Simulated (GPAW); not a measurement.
Write an ASE script for GPAW 26.7.0 that does the following.

| Quantity | Value |
| --- | --- |
| Task | single point |
| Functional | PBEsol |
| Potentials or basis | PAW data sets generated in the run's folder for this functional |
| Cutoff | 600 eV |
| Basis | pw |
| k mesh | 12 × 12 × 12 |
| Occupations | fermi-dirac, width 0.05 eV |
| Spin | no spin polarisation |
| Maxiter | 150 |

The system is Pd.

```
Pd
1.0
     0.00000    1.94650    1.94650
     1.94650    0.00000    1.94650
     1.94650    1.94650    0.00000
Pd
1
Direct
  0.00000 0.00000 0.00000
```

The input as run:

run.py

```python
from ase import Atoms
from ase.dft.bandgap import bandgap
from ase.io import write
from ase.units import Bohr, GPa
from gpaw import GPAW, PW, setup_paths
from gpaw.elf import elf_from_dft_calculation

setup_paths.insert(0, '.')

atoms = Atoms(['Pd'],
              cell=[[0.0, 1.9465, 1.9465],
                    [1.9465, 0.0, 1.9465],
                    [1.9465, 1.9465, 0.0]],
              scaled_positions=[[0.0, 0.0, 0.0]],
              pbc=True)

calc = GPAW(mode=PW(600),
            xc='PBEsol',
            kpts={'size': (12, 12, 12), 'gamma': True},
            occupations={'name': 'fermi-dirac', 'width': 0.05},
            nbands=17,
            convergence={'density': 1e-05, 'energy': 1e-05},
            maxiter=150,
            txt='gpaw.txt')
atoms.calc = calc
energy = atoms.get_potential_energy()
forces = atoms.get_forces()
stress = atoms.get_stress()
calc.write('gs.gpw')
write('result.traj', atoms)
print(f'Energy: {energy:.6f} eV')
print('Forces (eV/A):')
print(forces.round(4))
print('Stress (GPa):', (stress / GPa).round(3))
print('Fermi level:', round(calc.get_fermi_level(), 4), 'eV')
print(f'Gap: {bandgap(calc)[0]:.4f} eV, direct: {bandgap(calc, direct=True)[0]:.4f} eV')

# fields on the real-space grid
write('density.cube', atoms, data=calc.get_pseudo_density() * Bohr**3)
write('potential.cube', atoms, data=calc.get_electrostatic_potential())
write('elf.cube', atoms, data=elf_from_dft_calculation(calc).data)
```

Potentials or basis: PAW data sets generated in the run's folder for this functional, pw.

Launch:

```console
$ gpaw-setup -f PBEsol Pd
$ OMP_NUM_THREADS=1 python run.py
```

Results of the run:

The pressure is -2.5 GPa and the band gap on the k mesh is none (metal or under the smearing width).

Run time: 11 s on 1 thread of Arm Neoverse V2, on a shared host, peak memory 0.13 GiB.
